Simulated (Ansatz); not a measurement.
Crystal: SnO.

```
Sn O
1.0
     3.81370    0.00000    0.00000
     0.00000    3.81370    0.00000
     0.00000    0.00000    4.88691
Sn O
2 2
Cartesian
  1.9068 0.0000 3.7367
  0.0000 1.9068 1.1503
  0.0000 0.0000 0.0000
  1.9068 1.9068 0.0000
```

The cell is a database's computed one.

A run of Ansatz 0.2.0 on this cell left the log below. Logs are shortened: lines on timing, memory, paths and dates and some standing lists are left out, and cuts for length are marked.

```text
Warning: RAYON_NUM_THREADS=2 ignored (pool sized by the plan → 2); use --threads N
The last accepted step is kept in <dir> (removed where the run ends without a failure and the disk answers)
LAPW: plane waves up to 9.454 Å⁻¹, error target 2.0e-3 eV per atom; small_component_spin mean_spin; O in spheres of 0.953 Å, 8 of its electrons in bands, Dirac shells []; Sn in spheres of 1.207 Å, 22 of its electrons in bands, Dirac shells [] (how accurate: hamiltonian.pseudopotentials.lapw.basis_error, Limitations)
Engine: ansatz 0.2.0, aarch64-unknown-linux-gnu
Pseudopotentials: kind: all_electron
Pseudopotential: Sn, LAPW, valence charge 22, lapw/all_electron/scalar/gaussian/Sn, Koelling and Harmon's equation, gaussian nucleus
Pseudopotential: O, LAPW, valence charge 8, lapw/all_electron/scalar/gaussian/O, Koelling and Harmon's equation, gaussian nucleus
Functional definition: PBEsol
  exchange = pbesol_x
  correlation = pbesol_c
Crystal: 4 atoms, lattice volume = 71.077 Å³
Basis set: ecut = 340.5373477293615 eV, 1019 PW (Γ), exchange–correlation at level 2
Bands: 36, of which v1, the nominal top of the filled ones, is band 30 counted from 1 (29 counted from 0)
Symmetry: 16 space group operations
Space group: P4/nmm (ITA 129), of the structure as read, at distance tolerance 4.1e-5 Å
k-points: 40 of 294
Non-local potential: Sn, projectors of the file, none
Non-local potential: O, projectors of the file, none
Initial density: superposition of atomic densities (chi_scale 0.1, normalization cell, long waves kept (reshape's long-wave potential 0.23 eV rms))
Initial wavefunctions: plane waves of lowest kinetic energy (no species holds an atomic orbital)
Functional: x = pbesol(κ = 0.804, μ = 0.12345679012345678), c = pbesol(β = 0.046)
iter 1 solved again at ethr=1.26e-2 eV; its pass at ethr=1.00e-1 eV (dr2=7.56e0 eV) is discarded
SCF iter   1: F=—  HF=-340117.239577 eV  |F-HF|=—  |Δ(HF+E_count)|=         —  Δρ=8.73e-2  dr2=7.56e0  ethr=1.26e-2  ⟨swp⟩=2.0  Hψ=9181  notcnv=0
preconditioner: auto → Resta (q_TF=auto, 2.652 Å⁻¹)  ε∞=3.1  [insulator: Δε(μ)=1.302 eV  Ē_g=19.205 eV  σ=0.050 eV  W_gap=1.00  n_scr=20 (ndim 8)  ℏωp=27.9 eV  f_vac=0.015  D(μ)=0.00/eV (n_scr^D=0)  ε∞_Penn≈3.1]
iter 2 solved again at ethr=7.75e-4 eV; its pass at ethr=1.26e-2 eV (dr2=4.65e-1 eV) is discarded
SCF iter   2: F=—  HF=-340114.473174 eV  |F-HF|=—  |Δ(HF+E_count)|=    2.77e0  Δρ=2.49e-2  dr2=4.65e-1  ethr=7.75e-4  ⟨swp⟩=2.0  Hψ=7642  notcnv=0
SCF iter   3: F=—  HF=-340113.882205 eV  |F-HF|=—  |Δ(HF+E_count)|=   5.91e-1  Δρ=2.00e-2  dr2=3.83e-1  ethr=7.75e-4  ⟨swp⟩=3.0  Hψ=4786  notcnv=0
[... 83 lines left out ...]
basis re-selected at this cell: Δ(F+E_penalty+E_count) = -3.748e-4 eV, ΔP = -0.001 GPa vs the last step (what re-selecting the basis moved, after the strain that the cell walked since its last selection, with what the two solves' SCF thresholds leave and, on support functions, any second-order correction that the steps lacked; it is no measure of the basis error at this ecutwfc). This SCF's stress stands 2.37e-2 GPa from its target on what of the cell is left free (relax.cell.stress_tol is 5.00e-2 GPa) and its largest allowed force component is 1.28e-3 eV/Å (relax.f_tol is 2.00e-2 eV/Å): within both
SCF converged after 2 iterations
Free energy (F): -340113.737492 eV
Harris-Foulkes:  -340113.737491 eV  (|F-HF|=1.10e-6)
Internal energy: -340113.733353 eV  (E = F + TS)
E sigma→0 (E₀):  -340113.735423 eV
Entropy (-TS):   -0.004139 eV (-1.035 meV/atom)
Fermi energy:    14.303363 eV
--- Per-component energies (eV) ---
  E_band       = -3293.654957
  E_kinetic    = 357462.428862
  E_xc         = -9298.900906
  E_electrostatic = -688277.261309  (all electrons and nuclei)
  E_smearing   = -0.004139  (= −TS)
  E_closure    = 0.000000  (closes the sum)
  E_atoms      = -340089.634806  (free atoms, spherical and without spin; not in F)
  Σ components = -340113.737492   (vs F -340113.737492, Δ=0.00e0)
  Basis errors (estimates in eV, not in F): energy 9.3e-4 per atom: plane waves 8.8e-4 (5.2e-4 summed), levels above the bands 2.1e-57, relativity 5.3e-8, radial functions 4.1e-5, core shells 1.0e-5; eigenvalues (radial functions only) 2.2e-5; not estimated: angular momenta, meshes, grids; target (lapw.basis_error) 2.0e-3; muffin-tin radii O 0.911 Å, Sn 1.154 Å
--- Forces (eV/Å), atoms counted from 1 ---
  atom   1  Sn     0.00000000     0.00000000    -0.00128406
  atom   2  Sn     0.00000000     0.00000000     0.00128406
  atom   3  O     -0.00000000     0.00000000    -0.00000000
  atom   4  O     -0.00000000     0.00000000     0.00000000
  max |Σ_I F_I| component: 4.34e-19 eV/Å
--- Stress (GPa, compression-positive) ---
        5.015688       0.000000       0.000000
        0.000000       5.015688       0.000000
        0.000000       0.000000       4.976292
  P = ⅓ Tr σ = 5.0026 GPa (50.026 kbar)
--- Relaxed structure (6 steps of the walk, 6 accepted, 1 SCFs on fresh bases) ---
  F+E_penalty+E_count = -340113.73749184 eV   max|allowed force component| = 1.284e-3 eV/Å   (the final SCF, on the basis selected at the relaxed cell)
  cell:  # Å, volume = 62.1536 Å³
    - [3.7425708095608345, 7.75750967258385e-35, 0.0]
    - [7.75750967258385e-35, 3.7425708095608345, 0.0]
    - [0.0, 0.0, 4.437372758464631]
  atoms:
    - { symbol: Sn, position: [0.5, -4.93167611153703e-38, 0.7396164894126654] }
    - { symbol: Sn, position: [-7.69341473399762e-36, 0.5, 0.2603835105873343] }
    - { symbol: O, position: [5.720744289382846e-36, -2.6137883391145763e-36, -3.5497324578621165e-19] }
    - { symbol: O, position: [0.5, 0.5, -3.5497324578621175e-19] }
```

Problem. Write the input and the command behind it.

Solution. Relaxation of cell and atoms with PBEsol, no spin polarisation. The files as run (others can give the same):

input.yaml
```yaml
crystal:
  lattice:
    - [3.81369522, 0.0, 0.0]
    - [0.0, 3.81369522, 0.0]
    - [0.0, 0.0, 4.8869133]
  atoms:
    - { symbol: Sn, position: [0.5, 0.0, 0.76462614] }
    - { symbol: Sn, position: [0.0, 0.5, 0.23537386] }
    - { symbol: O, position: [0.0, 0.0, 0.0] }
    - { symbol: O, position: [0.5, 0.5, 0.0] }
kpoints:
  mp_grid: { grid: [7, 7, 6] }
scf:
  occupations: { method: fermi_dirac, width: 0.05 }
hamiltonian:
  xc: pbesol
  pseudopotentials: { kind: all_electron, lapw: { basis_error: 0.002 } }
output:
  forces: true
  stress: true
relax:
  f_tol: 0.02
  max_steps: 60
  cell: { p_target: 5 }
```

Potentials or basis: all-electron LAPW, scalar-relativistic.
The run is started by
```console
$ ansatz run input.yaml --threads 2 --pin off --max-ram 8192MiB --backend cpu --events-out ev --progress --plain --runs-dir out
```
